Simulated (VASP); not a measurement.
# Settings for NiO: hyperfine tensors

NiO, Fm-3m (no. 225), 2 atoms in the cell. PBE, hyperfine tensors; PAW potentials Ni, O (PBE set). VASP 6.6.1.

Wanted: contact field within 0.5 T.

POSCAR:
```
NiO
1.0
    0.0000000000      2.0859016414      2.0859016414
    2.0859016414      0.0000000000      2.0859016414
    2.0859016414      2.0859016414      0.0000000000
Ni O
1 1
Direct
    0.0000000000      0.0000000000      0.0000000000
    0.5000000000      0.5000000000      0.5000000000
```

The series start from ENCUT (eV): 600; k mesh: 11 × 11 × 11; EDIFF (eV): 1e-7; ALGO: Normal. Each series keeps the choices made before it, and each single choice may use up half of a tolerance.

## ENCUT (eV)

| ENCUT (eV) | Contact field, largest deviation (T) | SCF iterations | Time (s) |
|---|---|---|---|
| 400 | 0.12 | 18 | 30 |
| 500 | 0.02 | 18 | 31 |
| 600 | 0.01 | 18 | 31 |
| 700 | 0.01 | 18 | 40 |
| 800 | 0.01 | 18 | 48 |
| 1000 (reference) | 0.00 | 18 | 54 |

Chosen: 400, the loosest value from which every tighter one stays within half of the tolerance.

## k mesh

| k mesh | Contact field, largest deviation (T) | SCF iterations | Time (s) |
|---|---|---|---|
| 4 × 4 × 4 | 3.53 | 17 | 26 |
| 6 × 6 × 6 | 0.83 | 22 | 33 |
| 7 × 7 × 7 | 1.12 | 22 | 34 |
| 9 × 9 × 9 | 0.25 | 18 | 29 |
| 11 × 11 × 11 | 0.46 | 18 | 30 |
| 13 × 13 × 13 | 0.38 | 17 | 32 |
| 16 × 16 × 16 (reference) | 0.00 | 16 | 34 |

Chosen: 16 × 16 × 16; the next looser run is off by more than half of the tolerance, so convergence isn't shown beyond this value.

## EDIFF (eV)

| EDIFF (eV) | Contact field, largest deviation (T) | SCF iterations | Time (s) |
|---|---|---|---|
| 0.0001 | 0.19 | 12 | 25 |
| 1e-5 | 0.03 | 14 | 29 |
| 1e-6 | 0.01 | 15 | 34 |
| 1e-7 | 0.00 | 16 | 34 |
| 1e-8 (reference) | 0.00 | 20 | 41 |

Chosen: 0.0001.

## ALGO

| ALGO | Contact field, largest deviation (T) | SCF iterations | Time (s) |
|---|---|---|---|
| Normal | 0.00 | 12 | 25 |
| Fast | 0.23 | 12 | 24 |
| All | 0.23 | 20 | 66 |

Chosen: Normal; no other choice that stays within half of the tolerance saves 30 % of the time.

## All choices together

| Input | Contact field, largest deviation (T) | Time (s) |
|---|---|---|
| defaults, on a 9 × 9 × 9 mesh (naive) | 4.75 | 17 |
| chosen settings | 0.08 | 25 |
| reference settings throughout | 0.00 | 87 |

The chosen settings stay within the tolerance of the reference run, but the reference itself isn't shown to be converged in: k mesh.

Values of the reference run: Contact field: -5.12, 20.64 T, contact field at the nucleus, positive along the cell's up spin.

## The input

INCAR:
```
SYSTEM = NiO
GGA = PE
PREC = Accurate
ENCUT = 400
EDIFF = 1E-4
LREAL = .False.
LASPH = .True.
ALGO = Normal
NELM = 120
LWAVE = .False.
LCHARG = .False.
ISMEAR = 0
SIGMA = 0.02
ISPIN = 2
MAGMOM = 1 0
LORBIT = 11
LMAXMIX = 4
LHYPERFINE = .True.
NGYROMAG = -3.8114 -5.7742
KPAR = 2
```

KPOINTS:
```
Automatic mesh
0
Gamma
  16 16 16
  0 0 0
```

Commands:
```
cat potpaw_PBE.64/Ni/POTCAR potpaw_PBE.64/O/POTCAR > POTCAR
mpirun -np 2 vasp_std > vasp.out
```

Limits: The run is of the ferromagnetic state, which has no gap here; the crystal's own order and gap may differ; these potentials hold the 3s shell of Ni in the core; contact fields change markedly between the two kinds.

The chosen input took VASP 6.6.1 25 s on 2 cores (Intel Xeon 6975P-C (Granite Rapids)), a shared host.

## An input that fails: cutoff far too low

It runs to its end, but against the unchanged starting input it is off by 19.14 T in the contact field.

Changes against the starting input:
```
- ENCUT = 600
+ ENCUT = 180
```
